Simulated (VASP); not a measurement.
# GaP (F-43m) in VASP: band structure with PBE0

Aim: the band structure of GaP with PBE0.

Everything below comes from runs of VASP 6.6.1. Logs are shortened: lines on timing, memory, paths and dates and some standing lists are left out, and cuts for length are marked.

**The experiment to reproduce.**

From “Stacking defects in GaP nanowires: Electronic structure and optical properties”, 2018, arxiv:1810.01194, for a bulk crystal of GaP at 10 K: band gap 2.34 eV (indirect).

The results are compared with them further down.

## (1) Starting point

The structure is cubic, space group F-43m (No. 216). Conventional cell: a = 5.506 Å, b = 5.506 Å, c = 5.506 Å, α = 90.00°, β = 90.00°, γ = 90.00°. Around Ga (site symmetry -43m) lie 4 P at 2.38 Å. P (site symmetry -43m) is surrounded by 4 Ga at 2.38 Å.

## (2) Band structure, PBE0

Contents of POSCAR:

```
GaP                                     
1.0
   -0.0000000000      2.7530839595      2.7530839595
    2.7530839595      0.0000000000      2.7530839595
    2.7530839595      2.7530839595     -0.0000000000
  Ga              P             
     1     1
Direct
     0.0000000000000000    0.0000000000000000    0.0000000000000000
     0.2500000000000000    0.2500000000000000    0.2500000000000000
```

Contents of INCAR.step1:

```
PREC     = Accurate       # precision mode
ENCUT    = 520            # plane-wave cutoff, eV
EDIFF    = 1E-5           # SCF threshold, eV
ISMEAR   = 0              # smearing method
SIGMA    = 0.02           # smearing width, eV
LREAL    = False          # projectors in reciprocal space
LASPH    = True           # aspherical terms in the spheres
NELM     = 80             # most SCF steps
ALGO     = Normal         # electronic algorithm
ISIF     = 2              # what is computed and relaxed
LWAVE    = True           # write WAVECAR
LCHARG   = False          # write CHGCAR
KPAR     = 4            
GGA      = PE             # functional
```

Contents of INCAR.step2:

```
PREC     = Accurate       # precision mode
ENCUT    = 520            # plane-wave cutoff, eV
EDIFF    = 1E-7           # SCF threshold, eV
ISMEAR   = 0              # smearing method
SIGMA    = 0.02           # smearing width, eV
LREAL    = False          # projectors in reciprocal space
LASPH    = True           # aspherical terms in the spheres
NELM     = 80             # most SCF steps
ALGO     = Normal         # electronic algorithm
ISIF     = 2              # what is computed and relaxed
LWAVE    = False          # write WAVECAR
LCHARG   = False          # write CHGCAR
GGA      = PE             # functional
LHFCALC  = True           # exact exchange
AEXX     = 0.25           # exact-exchange fraction
PRECFOCK = Fast         
HFRCUT   = -1           
KPAR     = 4            
ISTART   = 1
```

Contents of KPOINTS:

```
Automatic mesh
0
Gamma
  6 6 6
```

Contents of KPOINTS_OPT:

```
path GXWKGLUWLK,UX
12
line-mode
reciprocal
 0.0000000000  0.0000000000  0.0000000000  G
 0.5000000000  0.0000000000  0.5000000000  X

 0.5000000000  0.0000000000  0.5000000000  X
 0.5000000000  0.2500000000  0.7500000000  W

 0.5000000000  0.2500000000  0.7500000000  W
 0.3750000000  0.3750000000  0.7500000000  K

 0.3750000000  0.3750000000  0.7500000000  K
 0.0000000000  0.0000000000  0.0000000000  G

 0.0000000000  0.0000000000  0.0000000000  G
 0.5000000000  0.5000000000  0.5000000000  L

 0.5000000000  0.5000000000  0.5000000000  L
 0.6250000000  0.2500000000  0.6250000000  U

 0.6250000000  0.2500000000  0.6250000000  U
 0.5000000000  0.2500000000  0.7500000000  W

 0.5000000000  0.2500000000  0.7500000000  W
 0.5000000000  0.5000000000  0.5000000000  L

 0.5000000000  0.5000000000  0.5000000000  L
 0.3750000000  0.3750000000  0.7500000000  K

 0.6250000000  0.2500000000  0.6250000000  U
 0.5000000000  0.0000000000  0.5000000000  X
```

Potentials or basis: VASP PAW PBE potentials, release 64 (Ga_d, P).

Command:

```
$ cat potpaw_PBE.64/Ga_d/POTCAR potpaw_PBE.64/P/POTCAR > POTCAR
$ cp INCAR.step1 INCAR
$ mpirun -np 4 vasp_std > vasp.out
$ cp INCAR.step2 INCAR
$ mpirun -np 4 vasp_std > vasp.out
```

OUTCAR:

```text
PREC = Accurate
   ENCUT = 520
   EDIFF = 1E-7
   ISMEAR = 0
   LREAL = False
   LASPH = True
   NELM = 80
   ISIF = 2
   GGA = PE
   LHFCALC = True
   AEXX = 0.25
   PRECFOCK = Fast
   ISTART = 1

 ion  position               nearest neighbor table
   1  0.000  0.000  0.000-   2 2.38   2 2.38   2 2.38   2 2.38
   2  0.250  0.250  0.250-   1 2.38   1 2.38   1 2.38   1 2.38

  LATTYP: Found a face centered cubic cell.
 ALAT       =     5.5061679190

  Lattice vectors:

 A1 = (   0.0000000000,   2.7530839595,   2.7530839595)
 A2 = (   2.7530839595,   0.0000000000,   2.7530839595)
 A3 = (   2.7530839595,   2.7530839595,   0.0000000000)

Analysis of symmetry for initial positions (statically):
=====================================================================
 Subroutine PRICEL returns:
 Original cell was already a primitive cell.

 Routine SETGRP: Setting up the symmetry group for a
 face centered cubic supercell.

 Subroutine GETGRP returns: Found 24 space group operations
 (whereof 24 operations were pure point group operations)
 out of a pool of 48 trial point group operations.

The static configuration has the point symmetry T_d .

Analysis of symmetry for dynamics (positions and initial velocities):
=====================================================================
 Subroutine PRICEL returns:
 Original cell was already a primitive cell.

 Routine SETGRP: Setting up the symmetry group for a
 face centered cubic supercell.

 Subroutine GETGRP returns: Found 24 space group operations
 (whereof 24 operations were pure point group operations)
 out of a pool of 48 trial point group operations.

The dynamic configuration has the point symmetry T_d .

 Subroutine INISYM returns: Found 24 space group operations
 (whereof 24 operations are pure point group operations),
 and found     1 'primitive' translations

----------------------------------------------------------------------------------------

                                     Primitive cell

  volume of cell :      41.7338

  direct lattice vectors                    reciprocal lattice vectors
     0.000000000  2.753083960  2.753083960    -0.181614512  0.181614512  0.181614512
     2.753083960  0.000000000  2.753083960     0.181614512 -0.181614512  0.181614512
     2.753083960  2.753083960  0.000000000     0.181614512  0.181614512 -0.181614512

  length of vectors
     3.893448674  3.893448674  3.893448674     0.314565562  0.314565562  0.314565562

  position of ions in fractional coordinates (direct lattice)
     0.000000000  0.000000000  0.000000000
     0.250000000  0.250000000  0.250000000

  ion indices of the primitive-cell ions
   primitive index   ion index
                 1           1
                 2           2

----------------------------------------------------------------------------------------

 KPOINTS: Automatic mesh

Automatic generation of k-mesh.
 Grid dimensions read from file:
 generate k-points for:    6    6    6

 Generating k-lattice:

  Cartesian coordinates                     Fractional coordinates (reciprocal lattice)
    -0.030269085  0.030269085  0.030269085     0.166666667  0.000000000  0.000000000
     0.030269085 -0.030269085  0.030269085     0.000000000  0.166666667  0.000000000
     0.030269085  0.030269085 -0.030269085     0.000000000  0.000000000  0.166666667

  Length of vectors
     0.052427594  0.052427594  0.052427594

  Shift w.r.t. Gamma in fractional coordinates (k-lattice)
     0.000000000  0.000000000  0.000000000

 Subroutine IBZKPT returns following result:
 ===========================================

 Found     16 irreducible k-points:

 Following reciprocal coordinates:
            Coordinates               Weight
  0.000000  0.000000  0.000000      1.000000
  0.166667  0.000000  0.000000      8.000000
  0.333333  0.000000  0.000000      8.000000
  0.500000  0.000000  0.000000      4.000000
  0.166667  0.166667  0.000000      6.000000
  0.333333  0.166667  0.000000     24.000000
[... 8 lines left out ...]
 -0.333333  0.333333  0.166667     24.000000
 -0.333333  0.500000  0.166667     12.000000
   k-points           NKPTS =     16   k-points in BZ     NKDIM =    216   number of bands    NBANDS=     13
   number of dos      NEDOS =    301   number of ions     NIONS =      2
   total plane-waves  NPLWV =  27000
   dimension x,y,z NGX =    30 NGY =   30 NGZ =   30
   dimension x,y,z NGXF=    60 NGYF=   60 NGZF=   60
   ions per type =               1   1
   NGX,Y,Z   is equivalent  to a cutoff of  12.81, 12.81, 12.81 a.u.
   NGXF,Y,Z  is equivalent  to a cutoff of  25.62, 25.62, 25.62 a.u.
 SYSTEM =  unknown system
   PREC   = accura    normal or accurate (medium, high low for compatibility)
   ISTART =      1    job   : 0-new  1-cont  2-samecut
   ICHARG =      0    charge: 1-file 2-atom 10-const
   ISPIN  =      1    spin polarized calculation?
   LNONCOLLINEAR =      F non collinear calculations
   LSORBIT =      F    spin-orbit coupling
   LASPH  =      T    aspherical Exc in radial PAW
   ENCUT  =  520.0 eV  38.22 Ry    6.18 a.u.   7.24  7.24  7.24*2*pi/ulx,y,z
   NELM   =     80;   NELMIN=  2; NELMDL=  0     # of ELM steps
   EDIFF  = 0.1E-06   stopping-criterion for ELM
   LREAL  =      F    real-space projection
   EDIFFG = 0.1E-05   stopping-criterion for IOM
   NSW    =      0    number of steps for IOM
   IBRION =     -1    ionic relax: 0-MD 1-quasi-New 2-CG
   NFREE  =      0    steps in history (QN), initial steepest desc. (CG)
   ISIF   =      2    stress and relaxation
   ISYM   =      3    0-nonsym 1-usesym 2-fastsym
   POTIM  = 0.5000    time-step for ionic-motion
   TEBEG  =    0.0;   TEEND  =   0.0 temperature during run
   PSTRESS=    0.0 pullay stress
   NELECT =      18.0000    total number of electrons
   NUPDOWN=      -1.0000    fix difference up-down
   EMIN   =  10.00;   EMAX   =-10.00  energy-range for DOS
   EFERMI =   0.00;   METHOD = LEGACY
   ISMEAR =     0;   SIGMA  =   0.02  broadening in eV -4-tet -1-fermi 0-gaus
   EFERMI_NEDOS =   21; number of points for ismear=-14 and -15
   IALGO  =     38    algorithm
   IMIX   =      1    mixing-type and parameters
     AMIX     =   0.40;   BMIX     =  1.00
     AMIX_MAG =   1.60;   BMIX_MAG =  1.00
  volume/ion in A,a.u.               =      20.87       140.82
  Fermi-wavevector in a.u.,A,eV,Ry     =   1.236905  2.337411 20.816003  1.529933
  Thomas-Fermi vector in A             =   2.371494
   LORBIT       =      0    0 simple, 1 ext, 2 COOP (PROOUT), +10 PAW based schemes
   GGA     = PE    functional components
   LHFCALC =     T    Hartree Fock is set to
   PRECFOCK=fast      Normal, Fast or Accurate (Low or Medium for compatibility)
   ENCUT4O =  -1.0   cutoff for four orbital integrals eV
   NKREDX  =     1    reduce k-point grid by
   NKREDY  =     1    reduce k-point grid by
   NKREDZ  =     1    reduce k-point grid by
   AEXX    =    0.2500 exact exchange contribution
   HFSCREEN=    0.0000 screening length (either q_TF or 0.3 A-1)
   HFSCREENC=   0.0000 screening length for correlation (either q_TF or 0.3 A-1)
   ENCUTFOCK=  -1.0 apply spherical cutoff to Coloumb kernel
   IVDW    =     0    specifies the selected vdW correction
   LEPSILON=     F    determine dielectric tensor
   LRPA    =     F    only Hartree local field effects (RPA)
 non-spin polarized calculation
 Gauss-broadening in eV      SIGMA  =   0.02
  energy-cutoff  :      520.00
  volume of cell :       41.73
 maximum number of plane-waves:      1158
 NGX is ok and might be reduce to    30
  NGX = 18; NGY = 18; NGZ = 18

 number of electron      18.0000003 magnetization

 Free energy of the ion-electron system (eV)
  ---------------------------------------------------
  ext. energy  EPLUGINS =         0.00000000
  ---------------------------------------------------
  free energy    TOTEN  =       -11.66222175 eV

  energy without entropy =      -11.66222175  energy(sigma->0) =      -11.66222175

 E-fermi :   3.6854     XC(G=0):  -7.6639

 val. band max:        3.5731634488   @ k =   0.0000   0.0000   0.0000
 cond. band min:       6.5933703505   @ k =   0.5000   0.5000   0.0000
 fundamental gap:      3.0202069016
 Fermi energy:         3.6854102318

 k-point     1 :       0.0000    0.0000    0.0000
  band No.  band energies     occupation
      1     -13.5209      2.00000
      2     -13.5209      2.00000
      3     -13.5209      2.00000
      4     -13.4281      2.00000
      5     -13.4281      2.00000
      6     -10.0703      2.00000
      7       3.5732      2.00000
      8       3.5732      2.00000
      9       3.5732      2.00000
     10       6.7403      0.00000
     11       9.0342      0.00000
     12       9.0342      0.00000
     13       9.0342      0.00000

 k-point     2 :       0.1667    0.0000    0.0000
  band No.  band energies     occupation
      1     -13.5341      2.00000
      2     -13.5145      2.00000
      3     -13.5145      2.00000
      4     -13.4282      2.00000
      5     -13.4282      2.00000
      6      -9.7001      2.00000
      7       1.0499      2.00000
      8       3.1902      2.00000
      9       3.1902      2.00000
     10       7.4121      0.00000
     11       9.6092      0.00000
     12       9.6092      0.00000
     13      10.1275      0.00000

 k-point     3 :       0.3333    0.0000    0.0000
  band No.  band energies     occupation
      1     -13.5593      2.00000
      2     -13.5036      2.00000
      3     -13.5036      2.00000
      4     -13.4260      2.00000
      5     -13.4260      2.00000
      6      -8.7197      2.00000
      7      -2.0500      2.00000
      8       2.6175      2.00000
      9       2.6175      2.00000
     10       6.8762      0.00000
     11      10.0039      0.00000
     12      10.0040      0.00000
     13      12.8311      0.00000
[... 177 lines left out ...]
 k-point    15 :      -0.3333    0.3333    0.1667
  band No.  band energies     occupation
      1     -13.5825      2.00000
      2     -13.4920      2.00000
      3     -13.4772      2.00000
      4     -13.4373      2.00000
      5     -13.4225      2.00000
      6      -7.2466      2.00000
      7      -3.3113      2.00000
      8      -0.3473      2.00000
      9       0.9717      2.00000
     10       9.0087      0.00000
     11       9.6709      0.00000
     12      11.6298      0.00000
     13      13.0937      0.00000

 k-point    16 :      -0.3333    0.5000    0.1667
  band No.  band energies     occupation
      1     -13.5922      2.00000
      2     -13.4832      2.00000
      3     -13.4697      2.00000
      4     -13.4456      2.00000
      5     -13.4180      2.00000
      6      -6.9380      2.00000
      7      -3.5292      2.00000
      8      -0.0165      2.00000
      9       0.1340      2.00000
     10       8.4969      0.00000
     11       8.7680      0.00000
     12      12.8706      0.00000
     13      12.8709      0.00000

------------------------ aborting loop because EDIFF is reached ----------------------------------------

  FORCE on cell =-STRESS in cart. coord.  units (eV):
  Direction    XX          YY          ZZ          XY          YZ          ZX
  --------------------------------------------------------------------------------------
  -------------------------------------------------------------------------------------
  Total       -0.5915531     -0.5915531     -0.5915531      0.0000000      0.0000000      0.0000000
  in kB      -22.7099386    -22.7099386    -22.7099386      0.0000000      0.0000000      0.0000000
  external PRESSURE =     -22.7099386 kB  Pullay stress =       0.0000000 kB

 VOLUME and BASIS-vectors are now :
 -----------------------------------------------------------------------------
  energy-cutoff  :      520.00
  volume of cell :       41.73
      direct lattice vectors                 reciprocal lattice vectors
     0.000000000  2.753083960  2.753083960    -0.181614512  0.181614512  0.181614512
     2.753083960  0.000000000  2.753083960     0.181614512 -0.181614512  0.181614512
     2.753083960  2.753083960  0.000000000     0.181614512  0.181614512 -0.181614512

 POSITION                                       TOTAL-FORCE (eV/Angst)
 -----------------------------------------------------------------------------------
      0.00000      0.00000      0.00000        -0.000000      0.000000      0.000000
      1.37654      1.37654      1.37654         0.000000     -0.000000     -0.000000
 -----------------------------------------------------------------------------------
    total drift:                                0.000008      0.000004      0.000005

  FREE ENERGIE OF THE ION-ELECTRON SYSTEM (eV)
  ---------------------------------------------------
  free  energy   TOTEN  =       -11.6622217519 eV

  energy  without entropy=      -11.6622217519  energy(sigma->0) =      -11.66222175
```

Run time: 36 min. Hardware: 4 MPI ranks of Intel Xeon Platinum 8259CL at 2.50GHz (Skylake/Cascade Lake), shared host; peak memory 0.26 GiB.

Results:

```yaml
Free_energy: -11.6622 eV
Pressure: -2.3 GPa
Band_gap_on_the_k_mesh: 3.02 eV, indirect (least direct gap 3.17 eV)
Band_gap_along_the_path: 2.99 eV, indirect (least direct gap 3.17 eV)
```

Levels at the corners of the path, in eV from the valence-band top:
| point | band 7 | band 8 | band 9 | band 10 | band 11 | band 12 |
| --- | --- | --- | --- | --- | --- | --- |
| Γ | 0.00 | 0.00 | 0.00 | 3.17 | 5.46 | 5.46 |
| X | -7.27 | -2.86 | -2.86 | 3.02 | 3.26 | 12.55 |
| X | -7.27 | -2.86 | -2.86 | 3.02 | 3.26 | 12.55 |
| W | -7.03 | -3.82 | -3.61 | 6.20 | 6.55 | 7.75 |
| W | -7.03 | -3.82 | -3.61 | 6.20 | 6.55 | 7.75 |
| K | -7.04 | -4.19 | -2.39 | 3.62 | 6.39 | 10.02 |
| K | -7.04 | -4.19 | -2.39 | 3.62 | 6.39 | 10.02 |
| Γ | 0.00 | 0.00 | 0.00 | 3.17 | 5.46 | 5.46 |
| Γ | 0.00 | 0.00 | 0.00 | 3.17 | 5.46 | 5.46 |
| L | -7.15 | -1.19 | -1.19 | 3.06 | 6.32 | 6.32 |
| L | -7.15 | -1.19 | -1.19 | 3.06 | 6.32 | 6.32 |
| U | -7.04 | -4.19 | -2.39 | 3.62 | 6.39 | 10.02 |
| U | -7.04 | -4.19 | -2.39 | 3.62 | 6.39 | 10.02 |
| W | -7.03 | -3.82 | -3.61 | 6.20 | 6.55 | 7.75 |
| W | -7.03 | -3.82 | -3.61 | 6.20 | 6.55 | 7.75 |
| L | -7.15 | -1.19 | -1.19 | 3.06 | 6.32 | 6.32 |
| L | -7.15 | -1.19 | -1.19 | 3.06 | 6.32 | 6.32 |
| K | -7.04 | -4.19 | -2.39 | 3.62 | 6.39 | 10.02 |
| U | -7.04 | -4.19 | -2.39 | 3.62 | 6.39 | 10.02 |
| X | -7.27 | -2.86 | -2.86 | 3.02 | 3.26 | 12.55 |

Caveat: the PAW data sets were made with another functional, which shifts forces and pressure a little.

## (3) Comparison with measurements

Step 2. A measured gap of GaP is 2.34 eV (indirect; 10 K; quoted in “Stacking defects in GaP nanowires: Electronic structure and optical properties”, 2018, arxiv:1810.01194); the calculated 2.99 eV misses it by +0.65 eV. Spin-orbit coupling on Ga is left out. The value is that of PBE0, without temperature or zero-point motion.
